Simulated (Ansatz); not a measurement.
GaP:

```
Ga P
1.0
     0.00000    2.72525    2.72525
     2.72525    0.00000    2.72525
     2.72525    2.72525    0.00000
Ga P
1 1
Direct
  0.00000 0.00000 0.00000
  0.75000 0.75000 0.75000
```

Base run:

- Program: Ansatz 0.2.0
- Functional: PBEsol
- Potentials or basis: all-electron LAPW, relativistic spinors
- Cutoff: 278 eV
- Density cutoff: 1112 eV
- Basis error allowed: 0.001 eV/atom
- k mesh: 6 × 6 × 6
- Occupations: fermi-dirac, width 0.05 eV
- Spin: spin-orbit coupling, no magnetisation

Its results: band gap on the k mesh 1.48 eV, indirect (least direct gap 1.72 eV); pressure -0.6 GPa.

**Question.** The run is repeated on the same cell with these changes: functional from PBEsol to LDA. What comes out?

**Answer.** Band gap on the k mesh 1.46 eV, indirect (least direct gap 1.57 eV); pressure -2.7 GPa.

LDA binds more tightly than PBEsol, so the same cell stands under less pressure.

A k mesh can miss the band edges.

Not every run made on this cell is shown here.
